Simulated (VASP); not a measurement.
Input of a VASP 6.6.1 run:

Contents of INCAR:

```
SYSTEM = P
PREC     = Accurate       ! precision mode
ENCUT    = 520            ! plane-wave cutoff, eV
EDIFF    = 1E-7           ! SCF threshold, eV
ISMEAR   = 0              ! smearing method
SIGMA    = 0.1            ! smearing width, eV
LREAL    = .False.        ! projectors in reciprocal space
LASPH    = .True.         ! aspherical terms in the spheres
NELM     = 80             ! most SCF steps
ALGO     = Normal         ! electronic algorithm
ISIF     = 2              ! what is computed and relaxed
LWAVE    = .False.        ! write WAVECAR
LCHARG   = .False.        ! write CHGCAR
GGA      = PE             ! functional
IVDW     = 12             ! dispersion correction
NBANDS   = 12             ! bands
```

Contents of KPOINTS:

```
Automatic mesh
0
Gamma
  8 8 8
  0 0 0
```

Contents of POSCAR:

```
P
1.0
   -1.6915100431      2.5151650373      1.8589441358
    1.6915100431     -2.5151650373      1.8589441358
    1.6915100431      2.5151650373     -1.8589441358
P
2
Direct
    0.8033091100      0.0533091100      0.7500000000
    0.1966908900      0.9466908900      0.2500000000
```

Potentials or basis: VASP PAW PBE potentials, release 64 (P).

Run with:

```bash
$ cat potpaw_PBE.64/P/POTCAR > POTCAR
$ mpirun -np 1 vasp_std > vasp.out
```

Problem. Predict the largest force.

Solution. 0.303 eV/Å.

Problem. Estimate the band gap on the k mesh.

Solution. None (metal or under the smearing width).

Problem. Estimate the dispersion energy per atom.

Solution. -0.447 eV.

Problem. Estimate the pressure.

Solution. -2.2 GPa.

Forces in eV/Å, atoms in the order of the input:
```
P    0.000  0.000 -0.303
P    0.000  0.000  0.303
```

Caveat: pairwise dispersion overbinds metals, which lowers pressure and volume.
